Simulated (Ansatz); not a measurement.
Cu under changes of volume

One of the cells (11.994 Å³/atom); the others are scaled copies at fixed shape and fractional positions:

```
Cu
1.0
     1.21846   -3.97638    0.00000
     1.21846    3.97638    0.00000
     0.00000    0.00000    2.47550
Cu
2
Direct
  0.86613 0.13387 0.75000
  0.13387 0.86613 0.25000
```

This isn't the form of Cu at room conditions, which is fcc.

| Property | Result |
| --- | --- |
| Program | Ansatz 0.2.0 |
| Functional | PBEsol |
| Potentials or basis | Ansatz PAW earlier set |
| Cutoff | 700 eV (not typed: the program's choice for these potentials) |
| k mesh | 11 × 11 × 11 |
| Occupations | fermi-dirac, width 0.05 eV |
| Spin | no spin polarisation |

```csv
volume (Å³/atom),energy over the lowest point (meV/atom),pressure (GPa),largest force (eV/Å)
11.274,15.28,9.0,0.081
11.514,4.86,5.1,0.050
11.754,0.00,1.6,0.021
11.994,0.06,-1.5,0.005
12.234,?,?,?
12.474,12.75,-6.7,0.051
12.714,24.43,-8.8,0.071
```

What does the run at 12.234 Å³/atom give?

Energy over the lowest point 4.47 meV/atom; pressure -4.3 GPa; largest force 0.029 eV/Å.

Worked out: A Birch-Murnaghan fit of order 3 (a polynomial in V^(-2/3)) to the other rows has its minimum at 11.87 Å³/atom with B0 = V·E''(V) = 153 GPa and B' = 5.0 at fixed shape and positions, which overstates the stiffness. It gives 4.48 meV/atom at 12.234 Å³/atom, against the run's 4.47, and -dE/dV = -4.3 GPa, against -4.3.

Energies are extrapolated to zero smearing.

Caveats: the PAW data sets come from PBE, with cores solved anew for the run's functional, which leaves a small shift of forces and pressure.
